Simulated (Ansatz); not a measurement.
# CaO: pressure against volume per atom

Density functional stress and forces at fixed atoms, pressure and stress positive in compression, spin-unpolarised plane waves. The results are calculated, by Ansatz 0.2.0.

Cell of the first row (space group Fm-3m, No. 225):
```
CaO
1.0
      0.0000     2.2777     2.2777
      2.2777     0.0000     2.2777
      2.2777     2.2777     0.0000
Ca O
1 1
Direct
  0.00000 0.00000 0.00000
  0.50000 0.50000 0.50000
```

Settings of every row: periodic directions 3; functional r2SCAN; spin orbit no; potentials PAW; wave cutoff 500 eV; k mesh 10x10x10; smearing width 0 eV.

```csv
row,volume per atom (Å³),pressure (GPa)
1,11.816,25.09
2,12.578,13
3,12.86,9.38
4,13.372,3.74
5,13.782,-0.02
6,14.077,?
7,14.271,-3.8
8,15.06,-8.57
9,15.503,-10.67
10,15.588,-11.04
11,16.128,-13.09
```

Question: what pressure should row 6 give?

Worked fit of pressure. Take u = (V_r/V)^(2/3) − 1 with V_r = 14.027 Å³ an atom, which is twice the finite (Eulerian) strain; such expansions in the strain, on which the Birch-Murnaghan equation of state is built, carry the rest volume and the bulk modulus. The shown rows have u = 0.12115, 0.0754, 0.05962, 0.03239, 0.01182, -0.01143, -0.04627, -0.06452, -0.06793, -0.08885. Least squares give pressure = −2.004 + 162.171 × u + 457.54 × u² + 411.5 × u³ GPa; a parabola predicts inner rows, each left out in turn, worse (root mean square 0.097 against 0.0029 GPa). All shown rows lie on it to the printed digit. The pressure vanishes at u = 0.0120, or V = 13.78 Å³ an atom, and there the bulk modulus with atoms relaxed is B = −V dP/dV = (2/3)(1 + u) dP/du = 117 GPa. The withheld row has u = -0.00237, so the fit gives −2.004 + 162.171 × (-0.00237) + 457.54 × (-0.00237)² + 411.5 × (-0.00237)³ = -2.39 GPa.

The calculation gave -2.39 GPa. The fit meets it to the printed digit.
